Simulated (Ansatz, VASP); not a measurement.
**Two plane-wave programs on Au**

```xyz
2
Lattice="1.4113 -2.5559 0.0000 1.4113 2.5559 0.0000 0.0000 0.0000 4.8932" Properties=species:S:1:pos:R:3 pbc="T T T"
Au    1.4113    0.8451    1.2233
Au    1.4113   -0.8451    3.6699
```

This isn't the form of Au at room conditions, which is fcc.

Alike in both runs: task single point; functional PBEsol; k mesh 11 × 11 × 6; occupations fermi-dirac, width 0.05 eV; no spin polarisation.

|  | VASP | Ansatz |
| --- | --- | --- |
| version | VASP 6.6.1 | Ansatz 0.2.0 |
| potentials or method | VASP PAW PBE potentials, release 64 (Au) | Ansatz PAW |
| plane-wave cutoff (eV) | 520 | 420 |
| valence electrons in the cell | 22 | 38 |

Ansatz gave:

| Item | Value |
| --- | --- |
| gap on the k mesh at the Fermi level (eV) | none |
| pressure (GPa) | -5.2 |
| largest component of the traceless stress (GPa) | 2.59 |
| rms of the force components (eV/Å) | 0.012 |

Question: Which values does VASP return?

Answer: gap on the k mesh at the Fermi level (eV): none; pressure (GPa): -5.5; largest component of the traceless stress (GPa): 2.58; rms of the force components (eV/Å): 0.012.

Atom by atom the forces differ by 0.000 eV/Å (rms over components). A gap of «none» marks a metal or a gap that the smearing closes. The two sets of potentials don't hold the same shells in valence.

Caveats: the PAW data sets were made with another functional, which shifts forces and pressure a little (VASP); the PAW data sets come from PBE, with cores solved anew for the run's functional, which leaves a small shift of forces and pressure (Ansatz). The runs have no spin-orbit coupling, so splittings on Au are missing.
